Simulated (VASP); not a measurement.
# PbS: convergence, band structure

PbS, Fm-3m (no. 225), 2 atoms in the cell. TB-mBJ; PAW potentials Pb_d, S (PBE set). VASP 6.6.1.

Wanted: band energies at the path's corners within 0.02 eV; smallest gap over path and mesh within 0.01 eV.

What the run is for: bands; Accuracy asked: standard; Route: KPOINTS_OPT.

Band energies at the path's corners: counted from the valence top.

POSCAR:
```
PbS
1.0
    0.0000000000      2.9657500000      2.9657500000
    2.9657500000      0.0000000000      2.9657500000
    2.9657500000      2.9657500000      0.0000000000
Pb S
1 1
Direct
    0.0000000000      0.0000000000      0.0000000000
    0.5000000000      0.5000000000      0.5000000000
```

The series start from Plane-wave cutoff (eV): 300; k-point mesh: 5 × 5 × 5; k points a path segment: 12; Electronic threshold (eV): 1e-6; Precision mode (PREC): Accurate; Bands in all (NBANDS): 22; Aspherical gradient terms in the spheres (LASPH): yes. Each series keeps the choices made before it, and each single choice may use up half of a tolerance. Times cover all steps of a run.

## Plane-wave cutoff (eV)

| Plane-wave cutoff (eV) | Band energies at the path's corners, largest deviation (eV) | Smallest gap over path and mesh (eV) | Time (s) |
|---|---|---|---|
| 210 | 0.010 | 1.078 | 30 |
| 260 | 0.015 | 1.068 | 27 |
| 300 | 0.012 | 1.067 | 31 |
| 340 | 0.009 | 1.067 | 62 |
| 420 | 0.004 | 1.069 | 65 |
| 520 (reference) | 0.000 | 1.072 | 69 |

Chosen: 420, the loosest value from which every tighter one stays within half of the tolerance.

## k-point mesh

| k-point mesh | Band energies at the path's corners, largest deviation (eV) | Smallest gap over path and mesh (eV) | Time (s) |
|---|---|---|---|
| 2 × 2 × 2 | 0.108 | 1.143 | 49 |
| 3 × 3 × 3 | 0.030 | 1.044 | 45 |
| 4 × 4 × 4 | 0.008 | 1.072 | 52 |
| 5 × 5 × 5 | 0.006 | 1.069 | 65 |
| 7 × 7 × 7 | 0.001 | 1.074 | 74 |
| 8 × 8 × 8 (reference) | 0.000 | 1.075 | 97 |

Chosen: 7 × 7 × 7.

## Electronic threshold (eV)

| Electronic threshold (eV) | Band energies at the path's corners, largest deviation (eV) | Smallest gap over path and mesh (eV) | Time (s) |
|---|---|---|---|
| 0.001 | 0.001 | 1.075 | 40 |
| 0.0001 | 0.000 | 1.074 | 48 |
| 1e-5 | 0.000 | 1.074 | 52 |
| 1e-6 | 0.000 | 1.074 | 60 |
| 1e-7 (reference) | 0.000 | 1.074 | 62 |

Chosen: 0.001.

## Precision mode (PREC)

| Precision mode (PREC) | Band energies at the path's corners, largest deviation (eV) | Smallest gap over path and mesh (eV) | Time (s) |
|---|---|---|---|
| SingleN | 0.037 | 1.099 | 18 |
| Normal | 0.000 | 1.075 | 20 |
| Accurate (reference) | 0.000 | 1.075 | 40 |

Chosen: Normal.

## Bands in all (NBANDS)

| Bands in all (NBANDS) | Band energies at the path's corners, largest deviation (eV) | Smallest gap over path and mesh (eV) | Time (s) |
|---|---|---|---|
| 12 | 0.025 | 1.073 | 15 |
| 13 | 0.019 | 1.075 | 16 |
| 14 | 0.005 | 1.077 | 18 |
| 16 | 0.002 | 1.074 | 17 |
| 22 | 0.003 | 1.075 | 20 |
| 32 (reference) | 0.000 | 1.073 | 28 |

Chosen: 14.

## Aspherical gradient terms in the spheres (LASPH)

| Aspherical gradient terms in the spheres (LASPH) | Band energies at the path's corners, largest deviation (eV) | Smallest gap over path and mesh (eV) | Time (s) |
|---|---|---|---|
| no | 0.001 | 1.076 | 12 |
| yes (reference) | 0.000 | 1.077 | 18 |

Chosen: no.

Also changed on the way, by series that aren't shown: k points a path segment: 5.

## All choices together

| Input | Band energies at the path's corners, largest deviation (eV) | Smallest gap over path and mesh (eV) | Time (s) |
|---|---|---|---|
| the program's defaults (naive) | 0.016 | 1.074 | 19 |
| chosen settings | 0.003 | 1.076 | 12 |
| reference settings throughout | 0.000 | 1.077 | 194 |

The tolerance is met.

## The input

INCAR.step1:
```
SYSTEM = PbS
ISMEAR = 0
SIGMA = 0.03
LWAVE = .True.
LCHARG = .False.
NBANDS = 14
PREC = Normal
LASPH = .False.
LREAL = .False.
ALGO = Normal
EDIFF = 0.001
NELM = 120
GGA_COMPAT = .False.
ENCUT = 420
EFERMI = MIDGAP
GGA = PE
```

INCAR.step2, as INCAR.step1 but for:
```
- LWAVE = .True.
- GGA = PE
+ METAGGA = MBJ
+ LWAVE = .False.
+ LMIXTAU = .True.
+ ISTART = 1
```

KPOINTS:
```
Automatic mesh
0
Gamma
  7 7 7
  0 0 0
```

KPOINTS_OPT:
```
path GXWKGLUWLK,UX
5
line-mode
reciprocal
 0.0000000000  0.0000000000  0.0000000000  G
 0.5000000000  0.0000000000  0.5000000000  X

 0.5000000000  0.0000000000  0.5000000000  X
 0.5000000000  0.2500000000  0.7500000000  W

 0.5000000000  0.2500000000  0.7500000000  W
 0.3750000000  0.3750000000  0.7500000000  K

 0.3750000000  0.3750000000  0.7500000000  K
 0.0000000000  0.0000000000  0.0000000000  G

 0.0000000000  0.0000000000  0.0000000000  G
 0.5000000000  0.5000000000  0.5000000000  L

 0.5000000000  0.5000000000  0.5000000000  L
 0.6250000000  0.2500000000  0.6250000000  U

 0.6250000000  0.2500000000  0.6250000000  U
 0.5000000000  0.2500000000  0.7500000000  W

 0.5000000000  0.2500000000  0.7500000000  W
 0.5000000000  0.5000000000  0.5000000000  L

 0.5000000000  0.5000000000  0.5000000000  L
 0.3750000000  0.3750000000  0.7500000000  K

 0.6250000000  0.2500000000  0.6250000000  U
 0.5000000000  0.0000000000  0.5000000000  X
```

Commands (each step's output is kept before the next begins):
```
cat potpaw_PBE.64/Pb_d/POTCAR potpaw_PBE.64/S/POTCAR > POTCAR
cp INCAR.step1 INCAR
mpirun -np 1 vasp_std > vasp.out
cp INCAR.step2 INCAR
mpirun -np 1 vasp_std > vasp.out
```

The naive input happens to agree within the tolerance here, in 19 s.

Limits: Spin-orbit coupling is off, though it shifts bands of the heavy elements by a tenth of an eV or more.

The chosen input took VASP 6.6.1 12 s on 1 core (Intel Xeon 6975P-C (Granite Rapids)), a shared host.

## An input that fails: tetrahedra on too few k points

VASP's message: IBZKPT: tetrahedron method fails for NKPT<4. NKPT = 1.

k mesh: 5 × 5 × 5 becomes 1 × 1 × 1.

Changes against the starting input:
```
- ISMEAR = 0
- NELM = 120
+ ISMEAR = -5
+ NELM = 83
```
